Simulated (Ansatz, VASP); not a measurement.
# BN: VASP beside Ansatz

INCAR

```
SYSTEM = BN
ALGO = Normal
EDIFF = 1E-6
ENCUT = 520
GGA = PS
ISIF = 2
ISMEAR = -1
LASPH = .TRUE.
LCHARG = .FALSE.
LREAL = .FALSE.
LWAVE = .FALSE.
NBANDS = 16
NELM = 60
PREC = Accurate
SIGMA = 0.05
```

KPOINTS

```
k-points
0
G
  12 12 4
  0 0 0
```

File POSCAR:

```
BN
1.0
    2.4982400000      0.0000000000      0.0000000000
   -1.2491200000      2.1635393048      0.0000000000
    0.0000000000      0.0000000000      6.6357000000
N B
2 2
Direct
    0.6666666667      0.3333333333      0.2500000000
    0.3333333333      0.6666666667      0.7500000000
    0.6666666667      0.3333333333      0.7500000000
    0.3333333333      0.6666666667      0.2500000000
```

File input.yaml:

```yaml
crystal:
  lattice:
    - [2.49824, 0.0, 0.0]
    - [-1.24912, 2.1635393048, 0.0]
    - [0.0, 0.0, 6.6357]
  atoms:
    - { symbol: "N", position: [0.6666666667, 0.3333333333, 0.25] }
    - { symbol: "N", position: [0.3333333333, 0.6666666667, 0.75] }
    - { symbol: B, position: [0.6666666667, 0.3333333333, 0.75] }
    - { symbol: B, position: [0.3333333333, 0.6666666667, 0.25] }
kpoints:
  mp_grid: { grid: [12, 12, 4] }
  band_path:
    path:
      - [0.0, 0.0, 0.0]
      - [0.5, 0.0, 0.0]
      - [0.3333333333, 0.3333333333, 0.0]
      - [0.0, 0.0, 0.0]
      - [0.0, 0.0, 0.5]
      - [0.5, 0.0, 0.5]
      - [0.3333333333, 0.3333333333, 0.5]
      - [0.0, 0.0, 0.5]
    npoints: 8
scf:
  occupations: { method: fermi_dirac, width: 0.05 }
hamiltonian:
  xc: pbesol
  pseudopotentials: { kind: all_electron, lapw: { basis_error: 0.002 } }
output:
  forces: true
  stress: true
  eigenvalues: true
```

Alike in both runs: functional PBEsol; k mesh 12 × 12 × 4; occupations fermi-dirac, width 0.05 eV; no spin polarisation.

|  | VASP | Ansatz |
| --- | --- | --- |
| version | VASP 6.6.1 | Ansatz 0.2.0 |
| potentials or method | VASP PAW PBE potentials, release 64 (N, B) | all-electron LAPW, scalar-relativistic |
| plane-wave cutoff (eV) | 520 | see its input |
| task | single point | band structure |

```csv
,VASP,Ansatz,Ansatz less VASP
gap on the k mesh at the Fermi level (eV),4.18,4.18,+0.006
least direct gap on the mesh (eV),4.60,4.60,+0.005
pressure (GPa),2.5,2.1,-0.33
largest component of the traceless stress (GPa),1.66,1.18,-0.481
```

Ansatz ran all-electron here, so the differences hold the error of VASP's frozen core and of both bases.

Caveats: this functional lacks dispersion, which binds the layers, so the pressure and a relaxed spacing across them are unreliable; the PAW data sets were made with another functional, which shifts forces and pressure a little (VASP). A k mesh can miss the band edges.
